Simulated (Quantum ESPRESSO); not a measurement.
Set up this calculation in Quantum ESPRESSO 7.5, as the native input.

```yaml
Task: single point
Functional: PBE
Potentials_or_basis: SSSP 1.3 efficiency PBE
Cutoff: 816 eV
Density_cutoff: 6531 eV
k_mesh: 7 × 7 × 4
Occupations: fermi-dirac, width 0.05 eV
Spin: no spin polarisation
Mixing_beta: 0.5
Most_SCF_iterations: 120
SCF_threshold: 8e-10 Ry
```

CdSe (Cadmoselite):

```xyz
4
Lattice="4.3000 0.0000 0.0000 -2.1500 3.7239 0.0000 0.0000 0.0000 7.0200" Properties=species:S:1:pos:R:3 pbc="T T T"
Cd    2.1567    1.2342    3.5110
Cd   -0.0038    2.5320    0.0033
Se    2.1947    1.2194    6.1770
Se   -0.0167    2.4663    2.6964
```

The cell isn't the ideal one: atoms moved at random, drawn with an rms of 0.05 Å.

These files were run (other wordings do the same):

pw.in

```
&CONTROL
  calculation = 'scf'
  prefix = 'pwscf'
  outdir = './tmp'
  pseudo_dir = './pseudo'
  tprnfor = .true.
  tstress = .true.
  disk_io = 'nowf'
/
&SYSTEM
  ibrav = 0
  nat = 4
  ntyp = 2
  ecutwfc = 60
  ecutrho = 480
  nbnd = 26
  occupations = 'smearing'
  smearing = 'fd'
  degauss = 0.00367493
/
&ELECTRONS
  conv_thr = 8d-10
  electron_maxstep = 120
  mixing_beta = 0.5
/
ATOMIC_SPECIES
Cd   112.4140 Cd.pbe-dn-rrkjus_psl.0.3.1.UPF
Se    78.9710 Se_pbe_v1.uspp.F.UPF
CELL_PARAMETERS angstrom
   4.3000000000    0.0000000000    0.0000000000
  -2.1500000000    3.7239092363    0.0000000000
   0.0000000000    0.0000000000    7.0200000000
ATOMIC_POSITIONS crystal
Cd     0.6672760000    0.3314140000    0.5001450000
Cd     0.3390840000    0.6799250000    0.0004670000
Se     0.6741330000    0.3274550000    0.8799150000
Se     0.3272760000    0.6622990000    0.3841000000
K_POINTS automatic
7 7 4 0 0 0
```

Potentials or basis: SSSP 1.3 efficiency PBE.

Run with:

```sh
$ OMP_NUM_THREADS=1 pw.x -in pw.in > pw.out
```

It gave:

| Quantity | Value |
| --- | --- |
| Pressure | 3.1 GPa |
| Largest force | 0.525 eV/Å |
| Band gap on the k mesh | 0.65 eV, direct |

Wall time 7.1 min on 1 thread of Arm Neoverse V1 (shared host), peak memory 0.73 GiB.
